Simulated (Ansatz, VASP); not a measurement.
# B: VASP beside Ansatz

Contents of INCAR:

```
  PREC = Accurate
  ENCUT = 520
  EDIFF = 1E-6
  ISMEAR = -1
  SIGMA = 0.05
  LREAL = False
  LASPH = True
  NELM = 100
  ALGO = Fast
  ISIF = 2
  LWAVE = False
  LCHARG = False
  GGA = PE
```

The input KPOINTS:

```
regular mesh
0
Gamma
  14 14 14
```

POSCAR

```
B
1.0
    1.8852400000      0.0000000000      0.0000000000
    0.0000000000      1.8852400000      0.0000000000
    0.0000000000      0.0000000000      1.8852400000
B
1
Direct
    0.5000000000      0.5000000000      0.5000000000
```

The input KPOINTS_OPT:

```
path GXMGRX,MR
20
line-mode
reciprocal
 0.0000000000  0.0000000000  0.0000000000  G
 0.0000000000  0.5000000000  0.0000000000  X

 0.0000000000  0.5000000000  0.0000000000  X
 0.5000000000  0.5000000000  0.0000000000  M

 0.5000000000  0.5000000000  0.0000000000  M
 0.0000000000  0.0000000000  0.0000000000  G

 0.0000000000  0.0000000000  0.0000000000  G
 0.5000000000  0.5000000000  0.5000000000  R

 0.5000000000  0.5000000000  0.5000000000  R
 0.0000000000  0.5000000000  0.0000000000  X

 0.5000000000  0.5000000000  0.0000000000  M
 0.5000000000  0.5000000000  0.5000000000  R
```

The input input.yaml:

```yaml
crystal:
  lattice:
    - [1.88524, 0.0, 0.0]
    - [0.0, 1.88524, 0.0]
    - [0.0, 0.0, 1.88524]
  atoms:
    - { symbol: B, position: [0.5, 0.5, 0.5] }
hamiltonian:
  xc: pbe
  pseudopotentials: { kind: paw }
kpoints:
  mp_grid: { grid: [14, 14, 14] }
  band_path:
    path:
      - [[0.0, 0.0, 0.0], [0.0, 0.5, 0.0], [0.5, 0.5, 0.0], [0.0, 0.0, 0.0], [0.5, 0.5, 0.5], [0.0, 0.5, 0.0]]
      - [[0.5, 0.5, 0.0], [0.5, 0.5, 0.5]]
    npoints: 14
scf:
  occupations: { method: fermi_dirac, width: 0.05 }
  n_extra_bands: 6
output:
  forces: true
  stress: true
  eigenvalues: true
  fatbands: false
  write_density: true
  write_potential: true
  elf: true
  volumetric_format: npy
```

The cell was built by a generator and needn't be a form met in nature.

Alike in both runs: task band structure; functional PBE; k mesh 14 × 14 × 14; occupations fermi-dirac, width 0.05 eV; no spin polarisation.

|  | VASP | Ansatz |
| --- | --- | --- |
| version | VASP 6.6.1 | Ansatz 0.2.0 |
| potentials or method | VASP PAW PBE potentials, release 64 (B) | Ansatz PAW |
| plane-wave cutoff (eV) | 520 | 420 |
| valence electrons in the cell | 3 | 3 |

```csv
,VASP,Ansatz,Ansatz less VASP
gap on the k mesh at the Fermi level (eV),none,none,-
pressure (GPa),0.4,0.3,-0.06
```

A gap of «none» marks a metal or a gap that the smearing closes.
